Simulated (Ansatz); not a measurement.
BaF2 (fluorite, space group No. 225), the program Ansatz at the PBEsol level (PAW): ε∞ = 2.42, cell volume 57.81 Å³. Infrared-active transverse modes:

| ω_TO (cm⁻¹) | oscillator strength S_xx (e²/amu) |
|---|---|
| 180.2 | 0.2311 |

Question: Compute the static dielectric constant.

Answer: Each mode adds (4.921e7/V) S/ω²: 6.06. So ε0 = 8.48.

Question: What LO frequency does the Lyddane–Sachs–Teller relation give?

Answer: ω_LO = ω_TO √(ε0/ε∞) = 337 cm⁻¹.

Space group Fm-3m (fluorite). The PBEsol relaxation kept the symmetry of its start; of distortions, only those at the zone centre were tested. Scalar-relativistic: spin–orbit coupling is off unless named, which matters more the heavier the elements.

Potentials: the later of the program's two PAW sets.
